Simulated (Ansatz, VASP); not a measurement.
**One calculation of Se, two programs**

```
Se
1.0
    -1.72063    1.72063    1.72063
     1.72063   -1.72063    1.72063
     1.72063    1.72063   -1.72063
Se
1
Direct
  0.00000 0.00000 0.00000
```

This isn't the form of Se at room conditions, which is trigonal, of chains.

Alike in both runs: task single point; functional PBE; k mesh 17 × 17 × 17; occupations fermi-dirac, width 0.08 eV; no spin polarisation.

|  | VASP | Ansatz |
| --- | --- | --- |
| version | VASP 6.6.1 | Ansatz 0.2.0 |
| potentials or method | VASP PAW PBE potentials, release 64 (Se), cutoff 520 eV | all-electron LAPW, scalar-relativistic |

VASP gave:

| Item | Value |
| --- | --- |
| pressure (GPa) | 0.0 |

Question: Estimate Ansatz's values.

Answer: Pressure (GPa): -0.1.

Ansatz ran all-electron here, so the differences hold the error of VASP's frozen core and of both bases.
